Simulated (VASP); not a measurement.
C:

```xyz
8
Lattice="2.5221 0.0000 0.0000 -1.2611 2.1842 0.0000 0.0000 0.0000 8.2371" Properties=species:S:1:pos:R:3 pbc="T T T"
C     1.2611    0.7281    6.9501
C     0.0000    1.4561    2.8315
C     1.2611    0.7281    5.4056
C     0.0000    1.4561    1.2870
C     0.0000    0.0000    7.4649
C     0.0000    0.0000    3.3463
C     0.0000    0.0000    4.8908
C     0.0000    0.0000    0.7722
```

This is a hexagonal form of diamond, not graphite.

Base run:

```yaml
Program: VASP 6.6.1
Functional: TB-mBJ
Potentials_or_basis: VASP PAW PBE potentials, release 64 (C)
Cutoff: 520 eV
k_mesh: 12 × 12 × 4
Occupations: fermi-dirac, width 0.05 eV
Spin: no spin polarisation
```

Its results: band gap on the k mesh 5.21 eV, indirect (least direct gap 6.19 eV).

Q: After a change of settings the same cell gave: band gap on the k mesh 4.27 eV, indirect (least direct gap 5.33 eV). Which change was it?
A. functional from TB-mBJ to LMBJ
B. functional from TB-mBJ to revTPSS
C. functional from TB-mBJ to MS2; further incar settings from ALGO = Normal; EDIFF = 1e-06 to ALGO = Normal; EDIFF = 1e-06; NBANDS = 26

A: B.

Runs at the PBE level aren't shown here.
